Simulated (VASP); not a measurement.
Write the native input for VASP 6.6.1 that does the following.

| Property | Result |
| --- | --- |
| Task | relaxation of cell and atoms |
| Functional | revPBE |
| Potentials or basis | VASP PAW PBE potentials, release 64 (Hf_pv, O) |
| Cutoff | 600 eV |
| k mesh | 5 × 5 × 5 |
| Occupations | fermi-dirac, width 0.05 eV |
| Spin | no spin polarisation |
| Further INCAR settings | ALGO = Normal; EDIFF = 1e-06; IBRION = 2; EDIFFG = -0.02; NSW = 60; ISIF = 3 |

The structure of HfO2 lies in POSCAR:

```
HfO2
1.0
    5.1180000000      0.0000000000      0.0000000000
    0.0000000000      5.1857000000      0.0000000000
   -0.8586630598      0.0000000000      5.2138671406
Hf O
4 8
Direct
    0.2755000000      0.4603000000      0.7080000000
    0.7245000000      0.9603000000      0.7920000000
    0.7245000000      0.5397000000      0.2920000000
    0.2755000000      0.0397000000      0.2080000000
    0.0742000000      0.1684000000      0.8467000000
    0.9258000000      0.6684000000      0.6533000000
    0.9258000000      0.8316000000      0.1533000000
    0.0742000000      0.3316000000      0.3467000000
    0.4487000000      0.7419000000      0.9801000000
    0.5513000000      0.2419000000      0.5199000000
    0.5513000000      0.2581000000      0.0199000000
    0.4487000000      0.7581000000      0.4801000000
```

One way to write it, as run:

INCAR

```
  PREC = Accurate
  ENCUT = 600
  EDIFF = 1E-6
  ISMEAR = -1
  SIGMA = 0.05
  LREAL = False
  LASPH = True
  NELM = 60
  ALGO = Normal
  ISIF = 3
  LWAVE = False
  LCHARG = False
  GGA = RE
  IBRION = 2
  NSW = 60
  EDIFFG = -0.02
```

KPOINTS

```
regular mesh
0
Gamma
  5 5 5
```

Potentials or basis: VASP PAW PBE potentials, release 64 (Hf_pv, O).

Run with:

```bash
$ cat potpaw_PBE.64/Hf_pv/POTCAR potpaw_PBE.64/O/POTCAR > POTCAR
$ mpirun -np 1 vasp_std > vasp.out
```

It gave:

```
Relaxed volume                         : 11.85 Å³/atom
Relaxed cell                           : a = 5.166 Å, b = 5.212 Å, c = 5.356 Å, α = 90.00°, β = 99.66°, γ = 90.00°
Space group after relaxing (to 0.05 Å) : P2_1/c (No. 14)
Energy gained by relaxing              : 7.6 meV/atom
Ionic steps                            : 22
Pressure after relaxing                : 0.0 GPa
Largest force after relaxing           : 0.017 eV/Å
Band gap on the k mesh                 : 4.13 eV, indirect (least direct gap 4.20 eV)
```

Caveat: the PAW data sets were made with another functional, which shifts forces and pressure a little; spin-orbit coupling is left out, which moves the levels of the heavy elements; an odd mesh through Γ misses points on the zone boundary, where band edges often lie.

Wall time 37 min on 1 thread of Intel(R) Xeon(R) 6975P-C (Granite Rapids), with other jobs on the host, peak memory 0.45 GiB.
